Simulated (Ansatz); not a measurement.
PbO (h-MgO type): G0W0 against its settings

PbO (h-MgO type), relaxed with r2SCAN; one-shot G0W0 in Ansatz without spin-orbit coupling. All values are calculated for a non-magnetic cell, which may be hypothetical.

```
Pb O
1.0
     4.26033    0.00000    0.00000
    -2.13016    3.68955    0.00000
     0.00000    0.00000    5.27676
Pb O
2 2
Cartesian
  0.0000 2.4597 1.3192
  2.1302 1.2299 3.9576
  2.1302 1.2299 1.3192
  0.0000 2.4597 3.9576
```

Gaps are read over the mesh points alone. G0W0 here is at a finite number of bands, screening cutoff and k mesh, not at the basis limit.

| start | potentials | frequency model | mesh | empty bands | screening cutoff (eV) | Kohn-Sham gap (eV) | G0W0 gap (eV) | rough cost |
| --- | --- | --- | --- | --- | --- | --- | --- | --- |
| PBE | PAW | contour deformation | 6×6×4 | 134 | 80 | 1.28 | 1.31 | 7 core-minutes |
| PBE | PAW | contour deformation | 6×6×4 | 311 | 140 | 1.28 | 1.46 | 25 core-minutes |
| LDA | PAW | contour deformation | 6×6×4 | 311 | 140 | 1.22 | 1.59 | 25 core-minutes |

The quasiparticle gap on this mesh is 1.46 eV (direct at H), against 1.28 eV from PBE: +0.18 eV. Renormalisation factors Z lie between 0.65 and 0.78.

Raising bands and cutoff together moves the gap by +0.15 eV (80 to 140 eV); the last step is still large, so the basis limit isn't reached. Starting from LDA (1.22 eV against PBE's 1.28 eV) gives 1.59 eV, +0.13 eV from G0W0@PBE at the same screening cutoff.
